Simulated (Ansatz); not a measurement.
Set up this calculation in Ansatz 0.2.0, as the native input.

* Task: density of states
* Functional: PBEsol
* Potentials or basis: all-electron LAPW, scalar-relativistic
* Cutoff: 426 eV (chosen from the basis error)
* Basis error allowed: 0.002 eV/atom
* k mesh: 10 × 10 × 5
* Occupations: fermi-dirac, width 0.05 eV
* Spin: no spin polarisation
* Hubbard terms: Cu d U = 6 eV

CuO (Tenorite):

```xyz
4
Lattice="2.3447 -1.7134 0.0000 2.3447 1.7134 0.0000 -0.8606 0.0000 5.0594" Properties=species:S:1:pos:R:3 pbc="T T T"
Cu    0.7420   -0.8457    2.5297
Cu    1.1723    0.8457    0.0000
O     1.6421    0.2841    3.8133
O     2.0724   -0.2841    1.2836
```

These files were run (other wordings do the same):

input.yaml

```yaml
crystal:
  lattice:
    - [2.34465, -1.7134, 0.0]
    - [2.34465, 1.7134, 0.0]
    - [-0.8605543552, 0.0, 5.0594363927]
  atoms:
    - { symbol: Cu, position: [0.4968, 0.0032, 0.5] }
    - { symbol: Cu, position: [0.0032, 0.4968, 0.0] }
    - { symbol: O, position: [0.4056, 0.5714, 0.7537] }
    - { symbol: O, position: [0.5714, 0.4056, 0.2537] }
kpoints:
  mp_grid: { grid: [10, 10, 5] }
scf:
  occupations: { method: fermi_dirac, width: 0.05 }
hamiltonian:
  xc: pbesol
  pseudopotentials: { kind: all_electron, lapw: { basis_error: 0.002 } }
  hubbard:
    sites: [{ species: Cu, l: d, u_eff: 6 }]
    double_counting: fll
    projectors: ortho-atomic
output:
  forces: true
  stress: true
  eigenvalues: true
  dos: { projected: false, de: 0.2, e_range: [-10, 8] }
  hubbard: {}
```

Potentials or basis: all-electron LAPW, scalar-relativistic.

Launch:

```console
$ ansatz run input.yaml --threads 2 --pin off --max-ram 8192MiB --backend cpu --events-out ev --progress --plain --runs-dir out
```

Results of the run:

```
Pressure               : 0.4 GPa
Largest force          : 0.807 eV/Å
Band gap on the k mesh : none (metal or under the smearing width)
```

Caveat: U is the effective U less J, on atomic orbitals that reach past the spheres; the run has no spin polarisation, though such a crystal can be magnetic; U without spin polarisation on a metal has little footing.

Run time: 76 s on 2 threads of AMD EPYC 7R13 Processor (Zen 3), on a shared host, peak memory 0.88 GiB.
